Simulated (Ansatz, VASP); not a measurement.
One calculation of BN, two programs

The input POSCAR:

```
BN
1.0
    2.5539396017      0.0000000000      0.0000000000
   -1.2769698009      2.2117765748      0.0000000000
    0.0000000000      0.0000000000      4.2268550000
B N
2 2
Direct
    0.6666666667      0.3333333333      0.9997240000
    0.3333333333      0.6666666667      0.4997240000
    0.6666666667      0.3333333333      0.6252760000
    0.3333333333      0.6666666667      0.1252760000
```

The input INCAR.step1:

```
PREC = Accurate
ENCUT = 520
ISMEAR = 0
SIGMA = 0.05
LREAL = F
LASPH = T
NELM = 100
NBANDS = 16
GGA = PE
ALGO = Normal
EDIFF = 1E-4
LWAVE = T
LCHARG = F
```

INCAR.step2

```
PREC = Accurate
ENCUT = 520
EDIFF = 1E-6
ISMEAR = 0
SIGMA = 0.05
LREAL = F
LASPH = T
NELM = 100
ALGO = Normal
ISIF = 2
LWAVE = F
LCHARG = F
METAGGA = R2SCAN
LMIXTAU = T
NBANDS = 16
ISTART = 1
```

KPOINTS

```
Automatic mesh
0
Gamma
  12 12 6
```

Input for Ansatz:

```yaml
crystal:
  lattice:
    - [2.5539396017, 0.0, 0.0]
    - [-1.2769698009, 2.2117765748, 0.0]
    - [0.0, 0.0, 4.226855]
  atoms:
    - { symbol: B, position: [0.6666666667, 0.3333333333, 0.999724] }
    - { symbol: B, position: [0.3333333333, 0.6666666667, 0.499724] }
    - { symbol: "N", position: [0.6666666667, 0.3333333333, 0.625276] }
    - { symbol: "N", position: [0.3333333333, 0.6666666667, 0.125276] }
basis:
  ecutwfc: 500
kpoints:
  mp_grid: { grid: [12, 12, 6] }
hamiltonian:
  xc: r2scan
scf:
  occupations: { method: gaussian, width: 0.05 }
output:
  forces: true
  stress: true
  eigenvalues: true
  write_density: true
  write_potential: true
  elf: true
  volumetric_format: npy
```

Measurements of this composition are mostly on another form, of space group No. 194.

Alike in both runs: task single point; functional r2SCAN; k mesh 12 × 12 × 6; occupations gaussian, width 0.05 eV; no spin polarisation.

```csv
,VASP,Ansatz
version,VASP 6.6.1,Ansatz 0.2.0
potentials or method,"VASP PAW PBE potentials, release 64 (B, N)","scalar-relativistic, plane waves, PAW"
plane-wave cutoff (eV),520,500
valence electrons in the cell,16,16
```

VASP gave:

- gap on the k mesh at the Fermi level (eV): 5.72
- least direct gap on the mesh (eV): 8.92
- pressure (GPa): -3.7
- largest component of the traceless stress (GPa): 0.44
- rms of the force components (eV/Å): 0.012

Q: What did Ansatz give for the same quantities?

A: gap on the k mesh at the Fermi level (eV): 5.76; least direct gap on the mesh (eV): 8.94; pressure (GPa): -4.7; largest component of the traceless stress (GPa): 0.44; rms of the force components (eV/Å): 0.014.

Atom by atom the forces differ by 0.002 eV/Å (rms over components).

Caveats: the PAW data sets were made with another functional, which shifts forces and pressure a little (VASP). r2SCAN opens gaps a little over a GGA but as a rule still falls short of measured ones. A k mesh can miss the band edges.
